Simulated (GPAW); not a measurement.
# SnSe2 (P-3m1) in GPAW: single point with PBEsol

Aim: the single point of SnSe2 with PBEsol.

Everything below comes from runs of GPAW 26.7.0. Logs are shortened: lines on timing, memory, paths and dates and some standing lists are left out, and cuts for length are marked. The log counts tension as positive stress, the text compression.

### Step 1. Starting point

It takes space group P-3m1 (No. 164, trigonal). The conventional cell has a = 3.811 Å, b = 3.811 Å, c = 6.136 Å, α = 90.00°, β = 90.00°, γ = 120.00°. Around Sn (site symmetry -3m) lie 6 Se at 2.68 Å. Se (site symmetry 3m) is surrounded by 3 Sn at 2.68 Å.

### Step 2. Single point, PBEsol

The input, run.py:

```python
from ase.dft.bandgap import bandgap
from ase.io import read, write
from ase.units import GPa
from gpaw import GPAW, PW, setup_paths

setup_paths.insert(0, '.')

atoms = read('SnSe2.xyz')

calc = GPAW(mode=PW(500),
            xc='PBEsol',
            kpts={'size': (7, 7, 4), 'gamma': True},
            occupations={'name': 'fermi-dirac', 'width': 0.05},
            nbands=24,
            maxiter=120,
            txt='gpaw.txt')
atoms.calc = calc
energy = atoms.get_potential_energy()
forces = atoms.get_forces()
stress = atoms.get_stress()
calc.write('gs.gpw')
write('result.traj', atoms)
print(f'Energy: {energy:.6f} eV')
print('Forces (eV/A):')
print(forces.round(4))
print('Stress (GPa):', (stress / GPa).round(3))
print('Fermi level:', round(calc.get_fermi_level(), 4), 'eV')
print(f'Gap: {bandgap(calc)[0]:.4f} eV, direct: {bandgap(calc, direct=True)[0]:.4f} eV')
```

The input, SnSe2.xyz:

```xyz
3
Lattice="3.8110000000 0.0000000000 0.0000000000 -1.9055000000 3.3004228138 0.0000000000 0.0000000000 0.0000000000 6.1360000000" Properties=species:S:1:pos:R:3 pbc="T T T"
Sn     0.0000000000      0.0000000000      0.0000000000
Se     1.9055000002      1.1001409378      4.6081360000
Se    -0.0000000002      2.2002818760      1.5278640000
```

Potentials or basis: PAW data sets generated in the run's folder for this functional, pw.

Command:

```console
> gpaw-setup -f PBEsol Se Sn
> OMP_NUM_THREADS=1 python run.py
```

gpaw.txt:

```text
__  _  _
 | _ |_)|_||  |
 |__||  | ||/\| - 26.7.0

Input parameters:
  mode=PW(ecut=500.0),
  kpts=MonkhorstPack(size=(7, 7, 4), gamma=True),
  maxiter=120,
  nbands=24,
  occupations=Occupations(name='fermi-dirac', width=0.05),
  xc=XC(name='PBEsol')

Diagonalizing LCAO Hamiltonian
Converting LCAO to pw mode

             Se

         Se

       Sn

Atoms  # Å, Bohr magnetons
|   | symbol |         x |        y |        z |    initial magnetic moments |
|---|--------|-----------|----------|----------|-----------------------------|
| 0 |     Sn |  0.000000 | 0.000000 | 0.000000 | ( 0.0000,  0.0000,  0.0000) |
| 1 |     Se |  1.905500 | 1.100141 | 4.608136 | ( 0.0000,  0.0000,  0.0000) |
| 2 |     Se | -0.000000 | 2.200282 | 1.527864 | ( 0.0000,  0.0000,  0.0000) |

Unit cell  # Å
| periodic |         x |        y |        z |  lengths |     angles |
|----------|-----------|----------|----------|----------|------------|
|      yes |  3.811000 | 0.000000 | 0.000000 | 3.811000 |  90.000000 |
|      yes | -1.905500 | 3.300423 | 0.000000 | 3.811000 |  90.000000 |
|      yes |  0.000000 | 0.000000 | 6.136000 | 6.136000 | 120.000000 |

Number of symmetries: 12
Symmetry operations  # r_c * U_cc + t_c -> r_c
|    | kind |            matrix            |
|----|------|------------------------------|
|  0 |  σ   |  1, 1, 0,  0,-1, 0,  0, 0, 1 |
|  1 |  S6  |  1, 1, 0, -1, 0, 0,  0, 0,-1 |
|  2 |  E   |  1, 0, 0,  0, 1, 0,  0, 0, 1 |
|  3 |  C2  |  1, 0, 0, -1,-1, 0,  0, 0,-1 |
|  4 |  C2  |  0, 1, 0,  1, 0, 0,  0, 0,-1 |
|  5 |  C3  |  0, 1, 0, -1,-1, 0,  0, 0, 1 |
|  6 |  S6  |  0,-1, 0,  1, 1, 0,  0, 0,-1 |
|  7 |  σ   |  0,-1, 0, -1, 0, 0,  0, 0, 1 |
|  8 |  σ   | -1, 0, 0,  1, 1, 0,  0, 0, 1 |
|  9 |  i   | -1, 0, 0,  0,-1, 0,  0, 0,-1 |
| 10 |  C3  | -1,-1, 0,  1, 0, 0,  0, 0, 1 |
| 11 |  C2  | -1,-1, 0,  0, 1, 0,  0, 0,-1 |

BZ-sampling:
  Number of BZ points: 196
  Number of IBZ points: 28

  Monkhorst-Pack size: [7, 7, 4]
  Monkhorst-Pack shift: [0.0, 0.0, 0.125]

K-points  # in reciprocal-cell coordinates
|     |                                coordinates |     weight |
|-----|--------------------------------------------|------------|
|   0 | (  0.00000000,   0.00000000,   0.00000000) | 0.00510204 |
|   1 | (  0.00000000,   0.00000000,   0.25000000) | 0.01020408 |
|   2 | (  0.00000000,   0.00000000,   0.50000000) | 0.00510204 |
|   3 | (  0.14285714,   0.00000000,  -0.25000000) | 0.03061224 |
|   4 | (  0.14285714,   0.00000000,   0.00000000) | 0.03061224 |
|   5 | (  0.14285714,   0.00000000,   0.25000000) | 0.03061224 |
|   6 | (  0.14285714,   0.00000000,   0.50000000) | 0.03061224 |
|   7 | (  0.28571429,  -0.14285714,   0.00000000) | 0.03061224 |
|   8 | (  0.28571429,  -0.14285714,   0.25000000) | 0.06122449 |
|   9 | (  0.28571429,  -0.14285714,   0.50000000) | 0.03061224 |
| ... |                                            |            |
|  27 | (  0.42857143,   0.42857143,   0.50000000) | 0.03061224 |

Plane wave coefficients: 1976
Cutoff: 500.0 eV

Spin-components: 1 (collinear spins)
Bands:           24
Projectors:      16
Spin-degeneracy: 2
Datatype:        complex128

Parallelization:
  kpt:    1
  domain: 1
  band:   1

Density:
  Valence electrons: 26.0
  Components: 1
  Grid points: [20 20 32]
  Charge: 0.0  # |e|

Potential:
  Grid points: [20 20 32]

species:
  Sn:
    name:    Tin
    Z:       50.0
    valence: 14
    core:    36
    charge:  0.0  # [|e|]
    compensation charges:
      type: gauss
      rc: 0.38  # [Å]
      lmax: 2
    cutoffs:
      filter: 2.23  # [Å]
      core: 2.35  # [Å]
    projectors
    | kind |    occ | energy [eV] | rcut [Å] |
    |------|--------|-------------|----------|
    |   5s |  2.000 |     -10.584 |    1.201 |
    |   5p |  2.000 |      -3.711 |    1.270 |
    |   4d | 10.000 |     -25.798 |    1.185 |
    |    s |        |      16.628 |    1.201 |
    |    p |        |      23.501 |    1.270 |
    |    d |        |       1.413 |    1.185 |

    Using partial waves for Sn as LCAO basis

  Se:
    name:    Selenium
    Z:       34.0
    valence: 6
    core:    28
    charge:  0.0  # [|e|]
    compensation charges:
      type: gauss
      rc: 0.27  # [Å]
      lmax: 2
    cutoffs:
      filter: 1.77  # [Å]
      core: 2.67  # [Å]
    projectors
    | kind |    occ | energy [eV] | rcut [Å] |
    |------|--------|-------------|----------|
    |   4s |  2.000 |     -17.281 |    0.847 |
    |   4p |  4.000 |      -6.511 |    1.005 |
    |    s |        |       9.930 |    0.847 |
    |    p |        |      20.700 |    1.005 |
    |    d |        |       0.000 |    0.847 |

    Using partial waves for Se as LCAO basis

Reference energy: -300052.566556  # eV

eigensolver:
  PPCG
  Converge bands: occupied
  niter=2

density mixing:
  MSR1-Mixer
  Pratt-step length: 0.05
  Maximum mixing coefficient: 0.75
  Old densities: 10
  SVD Regularization: 0.005
  Good broyden scale: 1.0
  Trust region scale: 1.0
  Backstep threshold: 4.0
  History deletion threshold: 6.0
  Fourier metric: weight=20.0, sigma=0.015

occupation numbers:
  Fermi-Dirac:
    width: 0.0500  # eV

poisson solver:
  ecut: 4000.0  # eV

xc functional:
  name: PBEsol with 2 nearest neighbor stencil

convergence criteria:
- Maximum [total energy] change in last 3 cyles: 0.0005 eV / valence electron
- Maximum integral of absolute [dens]ity change: 0.0001 electrons / valence electron
- Maximum integral of absolute [eigenst]ate change: 4e-08 eV^2 / valence electron
maximum number of iterations: 120

SCF iterations
|iter     | |      energy | eigst |  dens |
|---------|-|-------------|-------|-------|
|iter:   1| |  -13.377120 | +0.01 |       |
|iter:   2| |  -13.328592 | -2.23 | -1.25 |
|iter:   3| |  -13.148716 | -2.09 | -1.28 |
|iter:   4| |  -13.140430 | -2.85 | -1.80 |
|iter:   5| |  -13.140086c| -4.30 | -2.40 |
|iter:   6| |  -13.140009c| -4.71 | -2.68 |
|iter:   7| |  -13.140022c| -5.94 | -3.42 |
|iter:   8| |  -13.140024c| -6.94 | -4.03c|
|iter:   9| |  -13.140024c| -7.47c| -4.78c|

Converged in 9 steps
Energy contributions relative to reference atoms: (reference = -300052.566556)

Energy contributions:
  Kinetic:          26.169071
  Coulomb:         -23.659750
  Zero:             -0.123532
  External:          0.000000
  Xc:              -15.525791
  Entropy:          -0.000044
  Spinorbit:         0.000000
  ----------------------------
  Free energy:     -13.140046
  Extrapolated:    -13.140024

dipole moment: (-6.368117, -11.029903, -20.506307)  # |e|*Ang

Fermi level: 5.403
Eigenvalues  # (at kpt = [0.000, 0.000, 0.000])
| band index |      eig [eV] | occ [0-2] |
|------------|---------------|-----------|
|          0 |       -16.162 |     2.000 |
|        ... |               |           |
|          5 |        -9.001 |     2.000 |
|          6 |        -7.210 |     2.000 |
|          7 |        -1.076 |     2.000 |
|          8 |         4.311 |     2.000 |
|          9 |         4.311 |     2.000 |
|         10 |         4.628 |     2.000 |
[... 8 lines left out ...]
|         19 |        13.923 |     0.000 |
|         20 |        14.512 |     0.000 |
|        ... |               |           |
|         23 |        15.768 |     0.000 |

Gap: 0.743 eV
Transition (v -> c):
  (s=0, k=0, n=12, [0.00, 0.00, 0.00]) -> (s=0, k=18, n=13, [0.43, 0.00, -0.25])
Direct/indirect transitions are different
Direct gap: 1.006 eV
Transition at: (s=0, k=0, n=12, [0.00, 0.00, 0.00])

Forces  # eV/Ang
|       x |        y |        z |
|---------|----------|----------|
| 0.00000 |  0.00000 |  0.00000 |  # Sn   0
| 0.00000 | -0.00000 | -0.57569 |  # Se   1
| 0.00000 |  0.00000 |  0.57569 |  # Se   2

Stress tensor  # eV/Ang^3
|         x |         y |         z |
|-----------|-----------|-----------|
| -0.008987 |  0.000000 |  0.000000 |
|  0.000000 | -0.008987 | -0.000000 |
|  0.000000 | -0.000000 | -0.020583 |

# Writing to gs.gpw (mode='')
```

Wall time 25 s (1 thread of Intel Xeon Platinum 8259CL at 2.50GHz (Skylake/Cascade Lake), shared host); peak memory 0.17 GiB.

What came out:

| Property | Result |
| --- | --- |
| Free energy | -13.1400 eV |
| Pressure | 2.1 GPa |
| Largest force | 0.576 eV/Å |
| Band gap on the k mesh | 0.74 eV, indirect (least direct gap 1.01 eV) |

Forces in eV/Å, atoms in the order of the input:
```
Sn   0.000  0.000  0.000
Se   0.000  0.000 -0.576
Se   0.000  0.000  0.576
```

Levels at points of the mesh, in eV from the valence-band top:
```tsv
k point	band 11	band 12	band 13	band 14	band 15	band 16
(0.00, 0.00, 0.00)	-0.39	-0.39	0.00	1.01	2.83	4.58
(0.00, 0.00, 0.50)	-0.80	-0.24	-0.24	2.40	2.81	4.31
```

Caveat: the cutoff is short for stress and forces, so pressures can be off by a GPa or more; spin-orbit coupling is left out, which moves the levels of the heavy elements; an odd mesh through Γ misses points on the zone boundary, where band edges often lie; this functional lacks dispersion, which binds the layers, so the pressure and a relaxed spacing across them are unreliable.
